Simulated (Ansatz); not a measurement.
Si2W:

```
W Si
1.0
    -1.60690    1.60690    3.91495
     1.60690   -1.60690    3.91495
     1.60690    1.60690   -3.91495
W Si
1 2
Direct
  0.00000 0.00000 0.00000
  0.66530 0.66530 0.00000
  0.33470 0.33470 0.00000
```

Base run:

```yaml
Program: Ansatz 0.2.0
Functional: LDA
Potentials_or_basis: all-electron LAPW, scalar-relativistic
Cutoff: 218 eV
Density_cutoff: 873 eV
Basis_error_allowed: 0.002 eV/atom
k_mesh: 12 × 12 × 12
Occupations: fermi-dirac, width 0.05 eV
Spin: no spin polarisation
```

Its results: pressure -5.8 GPa; largest force 0.054 eV/Å.

The run is repeated on the same cell with these changes: functional from LDA to PBEsol. What comes out?

Pressure -2.0 GPa; largest force 0.019 eV/Å.

PBEsol binds less tightly than LDA, so the same cell stands under more pressure.

Not every run made on this cell is shown here.
